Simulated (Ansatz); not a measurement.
# Cu(111) / 3 layers Zn(0001) / Cu(111): resistance against film thickness, part 3 of 3

How does the resistance across the layers grow with the film in Cu(111) / 3 layers Zn(0001) / Cu(111)?

Ansatz 0.2.0; Ansatz plane-wave DFT, PBE, PAW files; ballistic transport by layer matching (Landauer), zero bias.

So far. Step 6 (With 10 layers, film layers 10): The conductance of the junction is 4.3e14 S/m², 3.1 % under the 4.4e14 S/m² of the last finished run, within the error estimates, leads' steps apart, of 8.9 and 8.7 %.

## Step 7: Cost and result by level

Times are for 4 threads of Arm Neoverse V2, shared host. The series side by side:

| no. | film layers | area resistance that the stack adds (contact term taken off, spin by spin) (fΩ m²) | conductance of the junction (S/m²) | time | memory (GiB) |
| --- | --- | --- | --- | --- | --- |
| 1 | 3 | 0.6859 | 6.21e14 | 82 s | 0.81 |
| 2 | 5 | 1.355 | 4.39e14 | 53 s | 1.1 |
| 3 | 6 | 1.395 | 4.31e14 | 1.8 min | 1.7 |
| 4 | 8 | 1.332 | 4.43e14 | 2.1 min | 2.1 |
| 5 | 10 | 1.404 | 4.29e14 | 2.3 min | 2.6 |

## Step 8: With 5 layers

The run is repeated with changed settings as a check of sensitivity.

This step: Ansatz plane-wave DFT, PBE, PAW files; ballistic transport by layer matching (Landauer), zero bias; changed: output.transmission.kmesh = [8, 8] (Ansatz 0.2.0).

System of this step: Cu(111) / 5 layers Zn(0001) / Cu(111). The cell holds 13 atoms: 8 Cu and 5 Zn. Its edges and angles: a = 2.556 Å, b = 2.556 Å, c = 30.137 Å, α = 90.0°, β = 90.0°, γ = 120.0°. It derives from Cu and Zn. Regions: lead, 8 atoms (8 Cu); films, 5 atoms (5 Zn). The structure is stacked along c, and the current runs across the ab planes.

Contents of input.yaml:

```yaml
crystal:
  lattice:
    - [2.5561627297, 0.0, 0.0]
    - [-1.2780813649, 2.2137018601, 0.0]
    - [0.0, 0.0, 30.1370497987]
  atoms:
    - { symbol: Cu, position: [0.0, 0.0, 0.0346267824] }
    - { symbol: Cu, position: [0.3333333333, 0.6666666667, 0.1038803471] }
    - { symbol: Cu, position: [0.6666666667, 0.3333333333, 0.1731339118] }
    - { symbol: Cu, position: [0.0, 0.0, 0.2423874766] }
    - { symbol: Zn, position: [0.3333333333, 0.6666666667, 0.3216114071] }
    - { symbol: Zn, position: [0.6666666667, 0.3333333333, 0.4108057036] }
    - { symbol: Zn, position: [0.3333333333, 0.6666666667, 0.5] }
    - { symbol: Zn, position: [0.6666666667, 0.3333333333, 0.5891942964] }
    - { symbol: Zn, position: [0.3333333333, 0.6666666667, 0.6783885929] }
    - { symbol: Cu, position: [0.6666666667, 0.3333333333, 0.7576125234] }
    - { symbol: Cu, position: [0.0, 0.0, 0.8268660882] }
    - { symbol: Cu, position: [0.3333333333, 0.6666666667, 0.8961196529] }
    - { symbol: Cu, position: [0.6666666667, 0.3333333333, 0.9653732176] }
kpoints:
  mp_grid: { grid: [17, 17, 1] }
hamiltonian:
  xc: pbe
scf:
  occupations: { method: fermi_dirac, width: 0.1 }
output:
  transmission: { leads: [[0, 1]], kmesh: [8, 8], e_range: [-0.27, 0.27], de: 0.036 }
  write_potential: true
  write_density: true
  volumetric_format: npy
```

Command:

```
ansatz run input.yaml --threads 4 --pin off --max-ram 8192MiB --backend cpu --events-out ev --progress --plain --runs-dir out
```

Numbers of over 12 decimals in the logs are rounded to 6 here.

Output:

```text
[...]
Crystal: 13 atoms, lattice volume = 170.533 Å³
Basis set: ecut = 420 eV, 3419 PW (Γ)
Bands: 128, of which v1, the nominal top of the filled ones, is band 106 counted from 1 (105 counted from 0)
Symmetry: 6 space group operations
[...]
k-points: 33 of 289 (time reversal used)
[...]
SCF iter   1: F=—  HF=-69596.447249 eV  |F-HF|=—  |Δ(HF+E_count)|=         —  Δρ=2.80e-3  dr2=7.23e-1  ethr=1.77e-3  ⟨swp⟩=5.3  Hψ=14939  notcnv=0  defer=77
[...]
SCF iter  12: F=-69596.437998 eV  HF=-69596.437998 eV  |F-HF|=2.64e-8  |Δ(HF+E_count)|=   4.25e-9  Δρ=2.44e-6  dr2=2.04e-8  ethr=4.72e-11  ⟨swp⟩=3.0  Hψ=8562  notcnv=0
SCF 1 converged in 12 iterations: F = -69596.437998 eV  dr2 = 2.04e-8
[...]
transmission: 38 of 380 steps passed
transmission: 76 of 380 steps passed
[...]
transmission: 380 of 380 steps passed
SCF converged after 12 iterations
Free energy (F): -69596.437998 eV
[...]
Internal energy: -69596.313844 eV  (E = F + TS)
E sigma→0 (E₀):  -69596.375921 eV
Entropy (-TS):   -0.124154 eV (-9.550 meV/atom)
Fermi energy:    14.178188 eV
[...]
--- Band table (eV; the first three rows and the last of 33) ---
  k-point 0: bands = [... 102 lower, 12.1276, 12.1276, 12.2807, 12.2807, 12.4167, 12.4167, 12.5086, 12.5086, ... 18 higher]
  k-point 1: bands = [... 102 lower, 12.1287, 12.1333, 12.2469, 12.2840, 12.4199, 12.5120, 12.5260, 12.6489, ... 18 higher]
  k-point 2: bands = [... 102 lower, 12.1462, 12.1509, 12.2919, 12.4280, 12.4351, 12.5212, 12.9364, 13.0941, ... 18 higher]
  k-point 32: bands = [... 102 lower, 16.1596, 16.4369, 16.5567, 16.7655, 16.8846, 16.9073, 16.9859, 17.1013, ... 18 higher]
--- Transmission ---
  basis      : 55 plane waves across, 38 finite elements along
  points     : 10, standing for a mesh of 8 x 8
[...]
filled         : 74.2 meV over the level at which it is neutral
    channels       : 8.906250e-1 a spin
[...]
slowest decay  : 0.1850 /Å at (0.0000, 0.0000)
  junction   : crystal 0 to crystal 0, 0.70 to 28.75 Å
    transmission   : 3.391385e-1 a spin
[...]
resistance     : 1.3146e-3 Ω µm² beyond half of each lead's own
```

Elapsed: 27 s, on 4 threads of Arm Neoverse V2, shared host; peak memory 1.1 GiB; 1.7 min of CPU time.

Residual by cycle:

cycle, log10 residual and a bar from the least value:
```
        1       -0.1 ##############################
        2       -0.4 #############################
        3       -0.7 ############################
        4       -2.2 ######################
        5       -3.3 ##################
        6       -3.9 ###############
        7       -4.1 ##############
        8       -5.2 ##########
        9       -5.6 ########
       10       -6.4 #####
       11       -7.0 ###
       12       -7.7
```

The run finished with changed settings (output.transmission.kmesh = [8, 8]); it serves as a test.

Side by side:

```
                                                                          quantity  this run  sound run  difference
                                          ballistic conductance of the lead (S/m²)  1.220e15   1.081e15      1.4e14
                                                    lead conductance per cell (G₀)   0.89062    0.78926       0.101
                                                conductance of the junction (S/m²)  4.685e14   4.386e14      3.0e13
                                                junction conductance per cell (G₀)   0.34213    0.32029      0.0218
area resistance that the stack adds (contact term taken off, spin by spin) (fΩ m²)    1.3146     1.3548     -0.0402
```

One result that differs is the ballistic conductance of the lead, 1.2e15 S/m² against 1.1e15 S/m².

## Step 9: Results

| Property | Result |
| --- | --- |
| area resistance, 3 layers | 0.686 fΩ m² |
| area resistance, 5 layers | 1.35 fΩ m² |
| area resistance, 6 layers | 1.40 fΩ m² |
| area resistance, 8 layers | 1.33 fΩ m² |
| area resistance, 10 layers | 1.40 fΩ m² |

What this shows: The stack adds 0.69 fΩ m² with 3 layers and 1.4 fΩ m² with 10. From 5 layers on no step exceeds the two runs' error estimates together, as expected where only the two interfaces scatter; half the mean, 0.69 fΩ m², is a rough coherent figure for one interface. With an hcp and an fcc partner, odd and even counts of layers end in unlike stacking at the second interface, which mixes with the effect of thickness. Atoms sit on ideal sites and aren't relaxed. The program's error estimates for the conductances, leads' steps apart, run from 2.4 to 8.9 %. Zn(0001) is compressed by 4.1 % in plane to fit Cu(111), at its own atomic volume.

[Logs are printed without paths, hosts, clocks, repeated set-up lines and the standing remarks that a program may print on its own settings, such as how far it seeks lower states.]

[Hosts, paths, dates, database ids (printed as entryN), source tags and the programs' standing remarks are cut or masked in the printed files.]
